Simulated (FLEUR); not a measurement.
# TePb (Fm-3m) in FLEUR: further runs

Aim: see how the results for TePb move with the level of theory and the settings. Levels: LDA (Moruzzi-Janak-Williams), LDA, PBEsol. Tasks: band structure, density of states.

Program: FLEUR MaX-R8.1 (later development tree). These are calculated values, not measurements. Logs are shortened: lines on timing, memory, paths and dates and some standing lists are left out, and cuts for length are marked.

### Step 1. The structure

It takes space group Fm-3m (No. 225, cubic). The conventional cell has a = 6.462 Å, b = 6.462 Å, c = 6.462 Å, α = 90.00°, β = 90.00°, γ = 90.00°. Pb (site symmetry m-3m) has 6 Te at 3.23 Å as nearest neighbours. Te (site symmetry m-3m) has 6 Pb at 3.23 Å as nearest neighbours.

### Step 2. Band structure, LDA (Moruzzi-Janak-Williams)

inp.xml reads:

```xml
<?xml version="1.0" encoding="UTF-8" standalone="no"?>
<fleurInput fleurInputVersion="0.39">
   <comment>
      TePb                                                                                                
   </comment>
   <calculationSetup>
      <cutoffs Kmax="3.6" Gmax="11.2" GmaxXC="11.2" numbands="0"/>
      <scfLoop itmax="60" minDistance="0.00001" maxIterBroyd="15" imix="Anderson" alpha="0.02" precondParam="0.0" spinf="2.0" sdNocoIR="T"/>
      <coreElectrons ctail="T" frcor="F" kcrel="0" coretail_lmax="0"/>
      <xcFunctional name="mjw" relativisticCorrections="F"/>
      <magnetism jspins="1"/>
      <soc l_soc="F" theta="0.0" phi="0.0" spav="F"/>
      <expertModes spex="0" secvar="F"/>
      <geometryOptimization l_f="F" forcealpha="1.0" forcemix="BFGS" epsdisp="0.00001" epsforce="0.00001"/>
      <ldaU l_linMix="F" mixParam="0.05" spinf="1.0"/>
   </calculationSetup>
   <cell>
      <bzIntegration valenceElectrons="42.0" mode="hist" fermiSmearingEnergy="0.00183747">
         <kPointListSelection listName="default-1"/>
         <!-- k-points included here -->
         <xi:include xmlns:xi="http://www.w3.org/2001/XInclude" href="kpts.xml"> </xi:include>
      </bzIntegration>
      <!-- symmetry operations included here -->
      <xi:include xmlns:xi="http://www.w3.org/2001/XInclude" href="sym.xml"> </xi:include>
      <bulkLattice scale="1.0">
         <bravaisMatrix>
[... 31 lines left out ...]
         </electronConfig>
         <energyParameters s="5" p="5" d="5" f="4"/>
         <lo type="SCLO" l="1" n="4" eDeriv="0"/>
         <lo type="SCLO" l="1" n="4" eDeriv="1"/>
         <lo type="SCLO" l="2" n="4" eDeriv="0"/>
         <lo type="SCLO" l="2" n="4" eDeriv="1"/>
         <lo type="SCLO" l="0" n="5" eDeriv="2"/>
         <lo type="SCLO" l="3" n="4" eDeriv="2"/>
      </species>
   </atomSpecies>
   <atomGroups>
      <atomGroup species="Lead (Pb)">
         <relPos label="                   1">.0000000000 .0000000000 .0000000000</relPos>
         <force calculate="T" relaxXYZ="TTT"/>
      </atomGroup>
      <atomGroup species="Tellurium (Te)">
         <relPos label="                   2">1.000/2.000 1.000/2.000 1.000/2.000</relPos>
         <force calculate="T" relaxXYZ="TTT"/>
      </atomGroup>
   </atomGroups>
   <output dos="F" band="F" slice="F">
      <checks vchk="F" cdinf="F"/>
      <bandDOS minEnergy="-.5*Htr" maxEnergy="0.5*Htr" sigma="0.015" storeEVData="T"/>
      <vacuumDOS vacdos="F" integ="F" star="F" nstars="0" locx1="0.0" locy1="0.0" locx2="0.0" locy2="0.0" nstm="0" tworkf="0.0"/>
      <unfoldingBand unfoldBand="F" supercellX="1" supercellY="1" supercellZ="1"/>
      <plotting iplot="0" polar="F">
         <plot TwoD="T" vec1="  1.0  0.0  0.0" vec2="  0.0  1.0  0.0" vec3="  0.0  0.0  1.0" zero="  0.0  0.0  0.0" file="plot"/>
      </plotting>
      <chargeDensitySlicing numkpt="0" minEigenval="0.0" maxEigenval="0.0" nnne="0" pallst="F"/>
      <specialOutput eonly="F"/>
      <moessbauerParams electricFieldGradient="T" isomerShift="T" coreHyperfine="T" valenceHyperfine="T"/>
      <magneticCircularDichroism mcd="F" energyLo="-10.0" energyUp="0.0"/>
   </output>
  <!-- We include the file relax.xml here to enable relaxations (see documentation) -->
  <xi:include xmlns:xi="http://www.w3.org/2001/XInclude" href="relax.xml"> <xi:fallback/> </xi:include>
</fleurInput>
```

crystal.txt reads:

```
TePb
&input cartesian=F /
0.0000000000  3.2310000000  3.2310000000
3.2310000000  0.0000000000  3.2310000000
3.2310000000  3.2310000000  0.0000000000
1.8897261246
1.0 1.0 1.0

2
82 0.0000000000  0.0000000000  0.0000000000
52 0.5000000000  0.5000000000  0.5000000000

&kpt div1=2 div2=2 div3=2 gamma=T /
```

inp.xml (bands) reads:

```
<?xml version="1.0" encoding="UTF-8" standalone="no"?>
<fleurInput fleurInputVersion="0.39">
   <comment>
      TePb                                                                                                
   </comment>
   <calculationSetup>
      <cutoffs Kmax="3.6" Gmax="11.2" GmaxXC="11.2" numbands="0"/>
      <scfLoop itmax="60" minDistance="0.00001" maxIterBroyd="15" imix="Anderson" alpha="0.02" precondParam="0.0" spinf="2.0" sdNocoIR="T"/>
      <coreElectrons ctail="T" frcor="F" kcrel="0" coretail_lmax="0"/>
      <xcFunctional name="mjw" relativisticCorrections="F"/>
      <magnetism jspins="1"/>
      <soc l_soc="F" theta="0.0" phi="0.0" spav="F"/>
      <expertModes spex="0" secvar="F"/>
      <geometryOptimization l_f="F" forcealpha="1.0" forcemix="BFGS" epsdisp="0.00001" epsforce="0.00001"/>
      <ldaU l_linMix="F" mixParam="0.05" spinf="1.0"/>
   </calculationSetup>
   <cell>
      <bzIntegration valenceElectrons="42.0" mode="hist" fermiSmearingEnergy="0.00183747">
         <kPointListSelection listName="path-1"/>
         <!-- k-points included here -->
         <xi:include xmlns:xi="http://www.w3.org/2001/XInclude" href="kpts.xml"> </xi:include>
      </bzIntegration>
      <!-- symmetry operations included here -->
      <xi:include xmlns:xi="http://www.w3.org/2001/XInclude" href="sym.xml"> </xi:include>
      <bulkLattice scale="1.0">
[... 32 lines left out ...]
         </electronConfig>
         <energyParameters s="5" p="5" d="5" f="4"/>
         <lo type="SCLO" l="1" n="4" eDeriv="0"/>
         <lo type="SCLO" l="1" n="4" eDeriv="1"/>
         <lo type="SCLO" l="2" n="4" eDeriv="0"/>
         <lo type="SCLO" l="2" n="4" eDeriv="1"/>
         <lo type="SCLO" l="0" n="5" eDeriv="2"/>
         <lo type="SCLO" l="3" n="4" eDeriv="2"/>
      </species>
   </atomSpecies>
   <atomGroups>
      <atomGroup species="Lead (Pb)">
         <relPos label="                   1">.0000000000 .0000000000 .0000000000</relPos>
         <force calculate="T" relaxXYZ="TTT"/>
      </atomGroup>
      <atomGroup species="Tellurium (Te)">
         <relPos label="                   2">1.000/2.000 1.000/2.000 1.000/2.000</relPos>
         <force calculate="T" relaxXYZ="TTT"/>
      </atomGroup>
   </atomGroups>
   <output dos="F" band="T" slice="F">
      <checks vchk="F" cdinf="F"/>
      <bandDOS minEnergy="-.5*Htr" maxEnergy="0.5*Htr" sigma="0.015" storeEVData="T"/>
      <vacuumDOS vacdos="F" integ="F" star="F" nstars="0" locx1="0.0" locy1="0.0" locx2="0.0" locy2="0.0" nstm="0" tworkf="0.0"/>
      <unfoldingBand unfoldBand="F" supercellX="1" supercellY="1" supercellZ="1"/>
      <plotting iplot="0" polar="F">
         <plot TwoD="T" vec1="  1.0  0.0  0.0" vec2="  0.0  1.0  0.0" vec3="  0.0  0.0  1.0" zero="  0.0  0.0  0.0" file="plot"/>
      </plotting>
      <chargeDensitySlicing numkpt="0" minEigenval="0.0" maxEigenval="0.0" nnne="0" pallst="F"/>
      <specialOutput eonly="F"/>
      <moessbauerParams electricFieldGradient="T" isomerShift="T" coreHyperfine="T" valenceHyperfine="T"/>
      <magneticCircularDichroism mcd="F" energyLo="-10.0" energyUp="0.0"/>
   </output>
  <!-- We include the file relax.xml here to enable relaxations (see documentation) -->
  <xi:include xmlns:xi="http://www.w3.org/2001/XInclude" href="relax.xml"> <xi:fallback/> </xi:include>
</fleurInput>
```

Potentials or basis: all-electron, FLAPW.

Started as:

```console
> inpgen -f crystal.txt -profile moderate
> # inp.xml edited to the form shown
> fleur_MPI
> fleur_MPI   # second run, on inp.xml (bands)
```

Standard output:

```text
Welcome to FLEUR        (www.flapw.de)
      MaX-Release 8.1          (www.max-centre.eu)

 ========== k-point set info ==========
 Selected k-point list: default-1
 k-point list type: mesh
 2 x 2 x 2
 Number of k points: 3

 ------------Calculation Setup---------------------------
 Number of MPI-tasks      :            1
 Number of PE/node        :            1
 Number of OMP-threads    :            1
 Most efficient MPI parallelization for:
           1           3
 Additional eigenvalue parallelization possible
 Number of basis functions:          452
 Approximate size of matrices (H+S) per k-point:         0.003 GB
 --------------------------------------------------------
 Iteration:     1   Distance:       9.04165994 me/bohr^3
 Iteration:     2   Distance:       8.79679412 me/bohr^3
 Iteration:     3   Distance:       4.05516751 me/bohr^3
 Iteration:     4   Distance:       2.66797426 me/bohr^3
 Iteration:     5   Distance:       1.02704860 me/bohr^3
 Iteration:     6   Distance:       0.23201059 me/bohr^3
 Iteration:     7   Distance:       0.16736742 me/bohr^3
 Iteration:     8   Distance:       0.03835025 me/bohr^3
 Iteration:     9   Distance:       0.03554058 me/bohr^3
 Iteration:    10   Distance:       0.00708070 me/bohr^3
 Iteration:    11   Distance:       0.00555045 me/bohr^3
 Iteration:    12   Distance:       0.00140216 me/bohr^3
 Iteration:    13   Distance:       0.00011828 me/bohr^3
 Iteration:    14   Distance:       0.00012266 me/bohr^3
 Iteration:    15   Distance:       0.00000887 me/bohr^3

 ********************************************************************
 Run finished successfully
 Stop message:
   all done
 ********************************************************************
```

output (bands):

```text
Welcome to FLEUR        (www.flapw.de)
      MaX-Release 8.1          (www.max-centre.eu)

 ========== k-point set info ==========
 Selected k-point list: path-1
 k-point list type: path
 Number of k points: 60

 ------------Calculation Setup---------------------------
 Number of MPI-tasks      :            1
 Number of PE/node        :            1
 Number of OMP-threads    :            1
 Most efficient MPI parallelization for:
           1           2           3           4           5           6          10          12          15          20          30          60
 Additional eigenvalue parallelization possible
 Number of basis functions:          455
 Approximate size of matrices (H+S) per k-point:         0.003 GB
 --------------------------------------------------------
 Fermi energy correction for insulators:
 No automatic correction of the Fermi energy has been performed.

 Note: Band structure data (together with different weights) is also stored in the banddos.hdf file.
       A convenient way of extracting and plotting the data from that file is by making use of the

 ********************************************************************
 Run finished successfully
 Stop message:
   Charge density postprocessing done.
 ********************************************************************
```

out.xml (last iteration):

```text
<iteration numberForCurrentRun="   15" overallNumber="   15">
         <energyParameters units="Htr">
            <atomicEP atomType="1" spin="1" branch="6s" branchLowest="-4.94" branchHighest="0.50" value="-0.1280678468"/>
            <atomicEP atomType="1" spin="1" branch="6p" branchLowest="-2.79" branchHighest="1.33" value="0.1573057853"/>
            <atomicEP atomType="1" spin="1" branch="5d" branchLowest="-14.37" branchHighest="-0.36" value="-0.3873843083"/>
            <atomicEP atomType="1" spin="1" branch="5f" branchLowest="-4.53" branchHighest="1.80" value="0.4977538826"/>
            <loAtomicEP atomType="1" spin="1" branch="5p" branchLowest="-23.28" branchHighest="-2.79" value="-2.8560063376"/>
            <loAtomicEP atomType="1" spin="1" branch="5p" branchLowest="-23.28" branchHighest="-2.79" value="-2.8560063376"/>
            <loAtomicEP atomType="1" spin="1" branch="6s" branchLowest="-4.94" branchHighest="0.50" value="-0.1280678468"/>
            <loAtomicEP atomType="1" spin="1" branch="5d" branchLowest="-14.37" branchHighest="-0.36" value="-0.4190831023"/>
            <loAtomicEP atomType="1" spin="1" branch="5f" branchLowest="-4.53" branchHighest="1.80" value="0.4977408761"/>
            <atomicEP atomType="2" spin="1" branch="5s" branchLowest="-5.58" branchHighest="0.29" value="-0.1770608159"/>
            <atomicEP atomType="2" spin="1" branch="5p" branchLowest="-3.75" branchHighest="0.92" value="0.1214461663"/>
            <atomicEP atomType="2" spin="1" branch="5d" branchLowest="-1.08" branchHighest="2.02" value="0.3673263729"/>
            <atomicEP atomType="2" spin="1" branch="4f" branchLowest="-9.99" branchHighest="1.53" value="0.5250770434"/>
            <loAtomicEP atomType="2" spin="1" branch="4p" branchLowest="-29.05" branchHighest="-3.75" value="-3.7662580994"/>
            <loAtomicEP atomType="2" spin="1" branch="4p" branchLowest="-29.05" branchHighest="-3.75" value="-3.7662580994"/>
            <loAtomicEP atomType="2" spin="1" branch="4d" branchLowest="-20.13" branchHighest="-1.08" value="-1.0917440367"/>
            <loAtomicEP atomType="2" spin="1" branch="4d" branchLowest="-20.13" branchHighest="-1.08" value="-1.0917440367"/>
            <loAtomicEP atomType="2" spin="1" branch="5s" branchLowest="-5.58" branchHighest="0.29" value="-0.1770608159"/>
            <loAtomicEP atomType="2" spin="1" branch="4f" branchLowest="-9.99" branchHighest="1.53" value="0.5250773236"/>
         </energyParameters>
         <eigenvalues>
            <eigenvaluesAt spin="1" ikpt="1" k_x="0.00000000" k_y="0.00000000" k_z="0.00000000">
                      -3.7545344521       -3.7545344521       -3.7545344521       -2.7902167102       -2.7902167102
                      -2.7902167102       -1.0950974230       -1.0950974230       -1.0947280041       -1.0947280041
                      -1.0947280041       -0.4225626086       -0.4225626086       -0.4224949180       -0.4224949180
                      -0.4224949180       -0.2372092254       -0.0103233416        0.1589969381        0.1589969381
                       0.1589969381        0.3436511034        0.3436511034        0.3436511034        0.4147467986
                       0.4147467986        0.4147467986        0.4653583619        0.4739816965        0.4999904952
                       0.4999904952        0.8691814382        0.8691814382
            </eigenvaluesAt>
            <eigenvaluesAt spin="1" ikpt="2" k_x="0.00000000" k_y="0.00000000" k_z="0.50000000">
[... 69 lines left out ...]
               <shell n="3" l="0" isomerShift="87286.92698"/>
               <shell n="3" l="1" isomerShift="7786.51546"/>
               <shell n="4" l="0" isomerShift="22636.32843"/>
               <shell n="3" l="2" isomerShift="0.00327"/>
               <shell n="4" l="1" isomerShift="1995.57463"/>
               <shell n="4" l="2" isomerShift="0.00091"/>
               <shell n="4" l="3" isomerShift="0.00000"/>
               <shell n="5" l="0" isomerShift="4881.43201"/>
            </coreIsomerShift>
            <coreIsomerShift atomType="2" isTotal="231265.31598">
               <shell n="1" l="0" isomerShift="200864.55334"/>
               <shell n="2" l="0" isomerShift="23911.22431"/>
               <shell n="2" l="1" isomerShift="630.29215"/>
               <shell n="3" l="0" isomerShift="4721.23599"/>
               <shell n="3" l="1" isomerShift="135.07793"/>
               <shell n="4" l="0" isomerShift="1002.93223"/>
               <shell n="3" l="2" isomerShift="0.00003"/>
            </coreIsomerShift>
            <isomerShift atomType="1" nucleusRadius="0.0001398" averageDensity="2979822.30535"/>
            <isomerShift atomType="2" nucleusRadius="0.0001189" averageDensity="231379.85540"/>
            <electricFieldGradient atomType="1" VXX="0.00000" VYY="0.00000" VZZ="0.00000" asymParam="0.00000">
               0.00000 0.00000 0.00000
               0.00000 0.00000 0.00000
               0.00000 0.00000 0.00000
            </electricFieldGradient>
            <electricFieldGradient atomType="2" VXX="0.00000" VYY="0.00000" VZZ="0.00000" asymParam="0.00000">
               0.00000 0.00000 0.00000
               0.00000 0.00000 0.00000
               0.00000 0.00000 0.00000
            </electricFieldGradient>
         </moessbauerParams>
         <totalEnergy                                    value="   -27707.5936249681" units="Htr">
            <sumOfEigenvalues                            value="   -17062.7211216139">
               <coreElectrons value="-17008.5938617121"/>
               <valenceElectrons value="-54.1272599019"/>
            </sumOfEigenvalues>
            <densityCoulombPotentialIntegral value="-47858.5958097952"/>
            <densityEffectivePotentialIntegral value="-48586.9978353920"/>
            <chargeDenXCDenIntegral value="-548.8199219001"/>
            <FockExchangeEnergyValence value="0.0000000000"/>
            <FockExchangeEnergyCore value="0.0000000000"/>
            <atomTypeDependentContributions atomType="1">
               <electronNucleiInteractionDifferentMTs value="26452.5283190981"/>
               <MadelungTerm value="-39.4340080910"/>
            </atomTypeDependentContributions>
            <atomTypeDependentContributions atomType="2">
               <electronNucleiInteractionDifferentMTs value="8239.0866123615"/>
               <MadelungTerm value="-22.7035723978"/>
            </atomTypeDependentContributions>
            <tkbTimesEntropy value="0.0002068616"/>
            <freeEnergy value="-27707.5938318297"/>
            <extrapolationTo0K value="-27707.5937283989"/>
         </totalEnergy>
         <densityConvergence units="me/bohr^3">
            <chargeDensity spin="1" distance="0.0000088743"/>
         </densityConvergence>
      </iteration>
```

It took 13 s on 1 thread of Arm Neoverse V1, shared host; peak memory 0.05 GiB.

These settings aren't checked as converged (typed here: Kmax = 3.6; k mesh = 2 × 2 × 2; alpha = 0.02): the numbers below hold their error.

Results:

- Free energy: -753962.0377 eV
- Band gap along the path: 0.46 eV, direct
- Valence electrons inside the program's atomic spheres: Pb 17.88; Te 20.29 (radii Pb 2.66, Te 2.66 bohr)

Caveat: the k mesh is coarse (spacing up to 0.84 Å⁻¹), so the values aren't converged; spin-orbit coupling is left out, which moves the levels of the heavy elements.

(Continued in part 2 of 3.)
